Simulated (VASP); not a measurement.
# CoO (R3m) in VASP: notebook

Aim: see how the results for CoO move with the level of theory and the settings. Levels: RPBE+D4+U, LDA. Tasks: single point, equation of state.

All numbers are computed with VASP 6.6.1; they aren't measurements. Logs are shortened: lines on timing, memory, paths and dates and some standing lists are left out, and cuts for length are marked.

**1. The structure**

The structure is trigonal, space group R3m (No. 160). Conventional cell: a = 3.204 Å, b = 3.204 Å, c = 7.699 Å, α = 90.00°, β = 90.00°, γ = 120.00°. Around Co (site symmetry 3m) lie 4 O at 1.91 to 1.96 Å. Around O (site symmetry 3m) lie 4 Co at 1.91 to 1.96 Å.

Measurements of this composition are mostly on another form, of space group No. 225.

**2. Single point, RPBE+D4+U, collinear spin, program default start**

run.py

```python
from ase.calculators.vasp import Vasp
from ase.dft.bandgap import bandgap
from ase.io import read

atoms = read('POSCAR')
calc = Vasp(
    directory='calc',
    xc='rpbe',
    pp='PBE',
    setups='recommended',
    pp_version='54',
    prec='Accurate',
    encut=400,
    ediff=1e-06,
    ismear=0,
    sigma=0.1,
    lreal=False,
    lasph=True,
    nelm=150,
    algo='Fast',
    isif=2,
    lwave=False,
    lcharg=False,
    ispin=2,
    lorbit=11,
    lmaxmix=4,
    ldautype=2,
    ldauprint=1,
    ivdw=13,
    bmix=3.0,
    ldau_luj={'Co': {'L': 2, 'U': 6.2, 'J': 0.5}},
    kpts=[10, 10, 10],
    gamma=True,
)
atoms.calc = calc

print('energy (eV):', atoms.get_potential_energy())
print('free energy (eV):', atoms.get_potential_energy(force_consistent=True))
print('forces (eV/A):')
print(atoms.get_forces())
print('stress (eV/A^3, Voigt):', atoms.get_stress())
print('Fermi level (eV):', calc.get_fermi_level())
print('moment (muB):', atoms.get_magnetic_moment())
print('site moments (muB):', atoms.get_magnetic_moments())
gap, top, bottom = bandgap(calc)
print('band gap (eV):', gap, 'from (spin, k, band)', top, 'to', bottom)
```

POSCAR

```
CoO
1.0
    1.6022198417      0.9250420569      2.5664708903
   -1.6022198417      0.9250420569      2.5664708903
    0.0000000000     -1.8500841138      2.5664708903
Co O
1 1
Direct
    0.9989783200      0.9989783200      0.9989783200
    0.7510210300      0.7510210300      0.7510210300
```

Potentials or basis: VASP PAW PBE potentials, release 54 (Co, O).

The run is started by

```console
> python run.py
```

Standard output:

```text
energy (eV): -11.8290802
free energy (eV): -11.8290802
forces (eV/A):
[[ 0.          0.          0.44642915]
 [ 0.          0.         -0.44642915]]
stress (eV/A^3, Voigt): [-0.02426458 -0.02426458 -0.0723171  -0.         -0.         -0.        ]
Fermi level (eV): 5.99126931
moment (muB): 3.0000385
site moments (muB): [2.8   0.128]
band gap (eV): 1.0301 from (spin, k, band) (np.int64(0), np.int64(0), np.int64(8)) to (np.int64(0), np.int64(0), np.int64(9))
```

OUTCAR:

```text
ENCUT = 400.000000
   EDIFF = 1.00e-06
   GGA = RP
   PREC = Accurate
   ISIF = 2
   ISMEAR = 0
   ISPIN = 2
   LORBIT = 11
   NELM = 150
   IVDW = 13
   LASPH = .TRUE.
   LREAL = .FALSE.

 ion  position               nearest neighbor table
   1  0.999  0.999  0.999-   2 1.91   2 1.96   2 1.96   2 1.96
   2  0.751  0.751  0.751-   1 1.91   1 1.96   1 1.96   1 1.96

  LATTYP: Found a trigonal (rhomboedric) cell.
 ALAT       =     3.1637926700
 COS(alpha) =     0.4870699110

  Lattice vectors:

 A1 = (   1.6022198417,   0.9250420569,   2.5664708903)
 A2 = (  -1.6022198417,   0.9250420569,   2.5664708903)
 A3 = (   0.0000000000,  -1.8500841138,   2.5664708903)

Analysis of symmetry for initial positions (statically):
=====================================================================
 Subroutine PRICEL returns:
 Original cell was already a primitive cell.

 Routine SETGRP: Setting up the symmetry group for a
 trigonal (rhombohedral) supercell.

 Subroutine GETGRP returns: Found  6 space group operations
 (whereof  6 operations were pure point group operations)
 out of a pool of 12 trial point group operations.

The static configuration has the point symmetry C_3v.

Analysis of symmetry for dynamics (positions and initial velocities):
=====================================================================
 Subroutine PRICEL returns:
 Original cell was already a primitive cell.

 Routine SETGRP: Setting up the symmetry group for a
 trigonal (rhombohedral) supercell.

 Subroutine GETGRP returns: Found  6 space group operations
 (whereof  6 operations were pure point group operations)
 out of a pool of 12 trial point group operations.

The dynamic configuration has the point symmetry C_3v.

Analysis of structural, dynamic, and magnetic symmetry:
=====================================================================
 Subroutine PRICEL returns:
 Original cell was already a primitive cell.

 Routine SETGRP: Setting up the symmetry group for a
 trigonal (rhombohedral) supercell.

 Subroutine GETGRP returns: Found  6 space group operations
 (whereof  6 operations were pure point group operations)
 out of a pool of 12 trial point group operations.

The overall configuration has the point symmetry C_3v.

 Subroutine INISYM returns: Found  6 space group operations
 (whereof  6 operations are pure point group operations),
 and found     1 'primitive' translations

----------------------------------------------------------------------------------------

                                     Primitive cell

  volume of cell :      22.8229

  direct lattice vectors                    reciprocal lattice vectors
     1.602219842  0.925042057  2.566470890     0.312067038  0.180171988  0.129880037
    -1.602219842  0.925042057  2.566470890    -0.312067038  0.180171988  0.129880037
[... 162 lines left out ...]
  0.0000  0.9898 -0.0000  0.0000  0.0119
  0.0000 -0.0000  1.0084  0.0000 -0.0000
  0.0119  0.0000  0.0000  0.9898  0.0000
  0.0000  0.0119 -0.0000  0.0000  0.9954

spin component  2

  0.3985 -0.0000 -0.0000 -0.4145  0.0000
 -0.0000  0.6693  0.0000 -0.0000 -0.4145
 -0.0000  0.0000  0.1091  0.0000 -0.0000
 -0.4145 -0.0000  0.0000  0.6693 -0.0000
  0.0000 -0.4145 -0.0000 -0.0000  0.3985

 occupancies and eigenvectors

  o =  0.0978  v =  0.0000  0.0000  0.0000  0.0000  0.0000  0.0000  0.5872  0.0000  0.0000  0.8094      0.0000  0.0000  0.0000  0.0000  0.0000  0.0000  0.0000  0.0000  0.0000  0.0000
  o =  0.0978  v =  0.0000  0.0000  0.0000  0.0000  0.0000 -0.8094  0.0000 -0.0000 -0.5872  0.0000      0.0000  0.0000  0.0000  0.0000  0.0000  0.0000  0.0000  0.0000  0.0000  0.0000
  o =  0.1091  v =  0.0000  0.0000  0.0000  0.0000  0.0000  0.0000  0.0000 -1.0000  0.0000  0.0000      0.0000  0.0000  0.0000  0.0000  0.0000  0.0000  0.0000  0.0000  0.0000  0.0000
  o =  0.9700  v =  0.0000  0.0000  0.0000  0.0000  0.0000  0.0000  0.8094  0.0000  0.0000 -0.5872      0.0000  0.0000  0.0000  0.0000  0.0000  0.0000  0.0000  0.0000  0.0000  0.0000
[... 2 lines left out ...]
  o =  0.9804  v = -0.6196  0.0000  0.0000  0.7850  0.0000  0.0000  0.0000  0.0000  0.0000  0.0000      0.0000  0.0000  0.0000  0.0000  0.0000  0.0000  0.0000  0.0000  0.0000  0.0000
  o =  1.0048  v =  0.0000  0.6196  0.0000 -0.0000  0.7850  0.0000  0.0000  0.0000  0.0000  0.0000      0.0000  0.0000  0.0000  0.0000  0.0000  0.0000  0.0000  0.0000  0.0000  0.0000
  o =  1.0048  v = -0.7850 -0.0000 -0.0000 -0.6196 -0.0000  0.0000  0.0000  0.0000  0.0000  0.0000      0.0000  0.0000  0.0000  0.0000  0.0000  0.0000  0.0000  0.0000  0.0000  0.0000
  o =  1.0084  v =  0.0000  0.0000 -1.0000  0.0000  0.0000  0.0000  0.0000  0.0000  0.0000  0.0000      0.0000  0.0000  0.0000  0.0000  0.0000  0.0000  0.0000  0.0000  0.0000  0.0000

 number of electron      15.0000010 magnetization       3.0000385

 Free energy of the ion-electron system (eV)
  ---------------------------------------------------
  ext. energy  EPLUGINS =         0.00000000
  ---------------------------------------------------
  free energy    TOTEN  =       -10.81992743 eV

  energy without entropy =      -10.81992743  energy(sigma->0) =      -10.81992743

 E-fermi :   5.9913     XC(G=0): -10.8325

 val. band max:        5.5419879359   @ k =   0.0000   0.0000   0.0000
 cond. band min:       6.5721199807   @ k =   0.0000   0.0000   0.0000
 fundamental gap:      1.0301320448
 Fermi energy:         5.9912693140

 spin component 1

 k-point     1 :       0.0000    0.0000    0.0000
  band No.  band energies     occupation
      1     -13.2379      1.00000
      2      -1.7146      1.00000
      3      -1.6303      1.00000
      4      -1.6303      1.00000
      5       1.3568      1.00000
      6       1.3568      1.00000
      7       5.4504      1.00000
      8       5.4504      1.00000
      9       5.5420      1.00000
     10       6.5721      0.00000
     11      20.3552      0.00000
     12      20.3552      0.00000
[... 1177 lines left out ...]
      1     -12.7277      1.00000
      2       1.3143      1.00000
      3       2.1515      1.00000
      4       2.2255      1.00000
      5       3.1435      1.00000
      6       3.2854      1.00000
      7       8.9166      0.00000
      8      10.4996      0.00000
      9      10.7444      0.00000
     10      10.7944      0.00000
     11      18.9814      0.00000
     12      20.8021      0.00000

 [... further k-points ...]

------------------------ aborting loop because EDIFF is reached ----------------------------------------

  DFT-D4 for vdW energy calculation

  Edisp (eV):   -1.00915

  FORCE on cell =-STRESS in cart. coord.  units (eV):
  Direction    XX          YY          ZZ          XY          YZ          ZX
  --------------------------------------------------------------------------------------
  -------------------------------------------------------------------------------------
  Total       0.55379     0.55379     1.65049     0.00000     0.00000     0.00000
  in kB      38.87614    38.87614   115.86476     0.00000     0.00000     0.00000
  external pressure =       64.54 kB  Pullay stress =        0.00 kB

 VOLUME and BASIS-vectors are now :
 -----------------------------------------------------------------------------
  energy-cutoff  :      400.00
  volume of cell :       22.82
      direct lattice vectors                 reciprocal lattice vectors
     1.602219842  0.925042057  2.566470890     0.312067038  0.180171988  0.129880037
    -1.602219842  0.925042057  2.566470890    -0.312067038  0.180171988  0.129880037
     0.000000000 -1.850084114  2.566470890     0.000000000 -0.360343977  0.129880037

 POSITION                                       TOTAL-FORCE (eV/Angst)
 -----------------------------------------------------------------------------------
      0.00000      0.00000      7.69155         0.000000      0.000000      0.446429
      0.00000      0.00000      5.78242         0.000000      0.000000     -0.446429
 -----------------------------------------------------------------------------------
    total drift:                               -0.000000      0.000000      0.000054

  FREE ENERGIE OF THE ION-ELECTRON SYSTEM (eV)
  ---------------------------------------------------
  free  energy   TOTEN  =       -11.8290801964 eV

  energy  without entropy=      -11.8290801964  energy(sigma->0) =      -11.82908020

 total charge

# of ion       s       p       d       tot
------------------------------------------
    1        0.371   0.471   7.195   8.037
    2        1.576   3.538   0.000   5.114
--------------------------------------------------
tot          1.947   4.010   7.195  13.151

 magnetization (x)

# of ion       s       p       d       tot
------------------------------------------
    1        0.022   0.048   2.730   2.800
    2        0.011   0.117   0.000   0.128
--------------------------------------------------
tot          0.033   0.165   2.730   2.928
```

INCAR:

```text
BMIX = 3.000000
ENCUT = 400.000000
SIGMA = 0.100000
EDIFF = 1.00e-06
ALGO = Fast
GGA = RP
PREC = Accurate
ISIF = 2
ISMEAR = 0
ISPIN = 2
LDAUPRINT = 1
LDAUTYPE = 2
LMAXMIX = 4
LORBIT = 11
NELM = 150
IVDW = 13
LASPH = .TRUE.
LCHARG = .FALSE.
LWAVE = .FALSE.
LREAL = .FALSE.
LDAU = .TRUE.
LDAUL = 2 -1
LDAUU = 6.200 0.000
LDAUJ = 0.500 0.000
```

Wall time 55 s (1 thread of AMD EPYC 9R45 (Zen 5), shared host); peak memory 0.14 GiB.

The run converged, but some of its settings lie outside the range that counts as converged (typed here: ENCUT = 400; BMIX = 3), so its numbers aren't taken as properties of the crystal.

Results:

| Item | Value |
| --- | --- |
| Free energy | -11.8291 eV |
| Largest force | 0.446 eV/Å |
| Band gap on the k mesh | 1.03 eV, direct |
| Net moment | 3.00 μB per cell |
| Site moments | Co +2.80; O +0.13 μB |
| Valence electrons inside the program's atomic spheres | Co 8.04; O 5.11 |
| Dispersion energy per atom | -0.505 eV |

Caveat: the cutoff is under 1.25 times the usual one of these potentials, so pressure, stress and relaxed cells hold a basis-set (Pulay) error; the PAW data sets were made with another functional, which shifts forces and pressure a little; a cell with one magnetic atom can't hold antiferromagnetic order, which such compounds often take.

(Part 1 of 2 ends here.)
